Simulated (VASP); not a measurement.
# PbS in VASP 6.6.1, single-point calculation

INCAR

```
NBANDS = 17
IBRION = -1
LASPH = .TRUE.
LREAL = .FALSE.
NELM = 79
ENCUT = 520
NSW = 0
ISMEAR = -1
SIGMA = 0.02
LCHARG = .FALSE.
GGA = PE
ADDGRID = .TRUE.
EDIFF = 1E-7
PREC = Accurate
ISIF = 2
LWAVE = .FALSE.
```

KPOINTS

```
KPOINTS created by Atomic Simulation Environment
0
Gamma
8 8 8
0 0 0
```

POSCAR

```
Pb S
 1.0000000000000000
     0.0000000000000000    2.9872326761987287    2.9872326761987287
     2.9872326761987287   -0.0000000000000000    2.9872326761987287
     2.9872326761987287    2.9872326761987287   -0.0000000000000000
 Pb  S
   1   1
Cartesian
  0.0000000000000000  0.0000000000000000  0.0000000000000000
  2.9872326761987287  2.9872326761987287  2.9872326761987287
```

The recommended PBE PAW datasets give the neutral cell 20 valence electrons.

Command

```
mpirun -np 1 vasp_std
```

**Question.** How does this run end, and what does it give?

**Answer.** It converged. Results: gap between bands v and c on the k mesh 0.44 eV; least direct gap on the k mesh 0.44 eV; pressure 0.9 GPa. Band v is the last that the valence electrons fill when counted band by band, and c is the next.

OSZICAR

```
N       E                     dE             d eps       ncg     rms          rms(c)
DAV:   1     0.159682335629E+03    0.15968E+03   -0.96430E+03   986   0.124E+03
DAV:   2     0.336999246113E+01   -0.15631E+03   -0.15109E+03  1052   0.317E+02
DAV:   3    -0.895645005622E+01   -0.12326E+02   -0.12045E+02  1342   0.935E+01
DAV:   4    -0.925730765679E+01   -0.30086E+00   -0.30067E+00  1241   0.160E+01
DAV:   5    -0.926913459745E+01   -0.11827E-01   -0.11826E-01  1531   0.306E+00    0.447E+00
DAV:   6    -0.876279859477E+01    0.50634E+00   -0.14604E+00  1535   0.802E+00    0.315E+00
DAV:   7    -0.876381525884E+01   -0.10167E-02   -0.14259E-01  1150   0.187E+00    0.183E+00
DAV:   8    -0.876757554017E+01   -0.37603E-02   -0.16731E-02  1172   0.138E+00    0.294E-01
DAV:   9    -0.876704058798E+01    0.53495E-03   -0.36833E-03  1550   0.520E-01    0.847E-02
DAV:  10    -0.876723525844E+01   -0.19467E-03   -0.39088E-04  1095   0.113E-01    0.593E-02
DAV:  11    -0.876724175675E+01   -0.64983E-05   -0.63612E-05  1368   0.859E-02    0.170E-02
DAV:  12    -0.876724263848E+01   -0.88173E-06   -0.45367E-06  1281   0.219E-02    0.386E-03
DAV:  13    -0.876724263038E+01    0.81041E-08   -0.24759E-07  1287   0.493E-03
   1 F= -.87672426E+01 E0= -.87672426E+01  d E =-.120926E-06
```

Standard output (part)

```
POSCAR found type information on POSCAR PbS
 POSCAR found :  2 types and       2 ions
 LDA part: xc-table for (Slater+PW92), standard interpolation
 POSCAR, INCAR and KPOINTS ok, starting setup
 WAVECAR not read
 entering main loop
```

For comparison, a separate PBE run of the intended cell, on usual settings and not on those above, gives a gap of 0.44 eV on its mesh and a pressure of 0.9 GPa.
